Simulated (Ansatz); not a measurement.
## Structure types of Mo compared at 1200 GPa

Structure types of Mo are relaxed in primitive cells with their symmetry kept at 1200 GPa, first on PAW files, then by LAPW. The enthalpy is E + pV at zero temperature, without zero-point motion. Only the types listed were tried, and differences under about 5 meV/atom are mesh noise. Not among the end structures: fcc, which may lie lower.

All numbers are PBE results (scalar-relativistic) from Ansatz 0.2.0, with Fermi–Dirac smearing of 0.1 eV, no spin polarisation. Methods: LAPW: all electrons, basis error target 0.5 meV/atom; PAW: frozen-core files, cutoff 420 eV.

k meshes: bcc 23×23×23, hcp 21×21×11, omega 11×11×15, beta tin 21×21×21, diamond 16×16×16.

Q: Order the types by LAPW enthalpy, lowest first.
A. diamond
B. hcp
C. omega
D. beta tin
E. bcc

A: B (0 meV/atom), E (312 meV/atom), C (437 meV/atom), D (2573 meV/atom), A (15480 meV/atom).

```tsv
start type	ends as	a, b, c (Å)	V (Å³/atom)	H − H(lowest), LAPW (meV/atom)	same, PAW
bcc	bcc, Im-3m	2.365, 2.365, 2.365	6.61	312.0	331.6
hcp	hcp, P6_3/mmc	2.099, 2.099, 3.426	6.54	0.0	0.0
omega	omega, P6/mmm	3.347, 3.347, 2.036	6.59	436.7	444.9
beta tin	beta tin, I4_1/amd	3.721, 3.721, 1.963	6.80	2572.7	2594.5
diamond	diamond, Fd-3m	3.964, 3.964, 3.964	7.79	15480.3	15522.7
```

Q: Split the lead of hcp over bcc into energy and pV.

A: For bcc less hcp: ΔE = -239.3 meV/atom, and p·ΔV = 1200 GPa × +0.0736 Å³ × 6.242 meV/(GPa·Å³) = +551.3 meV/atom, together 312.0 meV/atom. hcp wins by its smaller volume, against the internal energy.
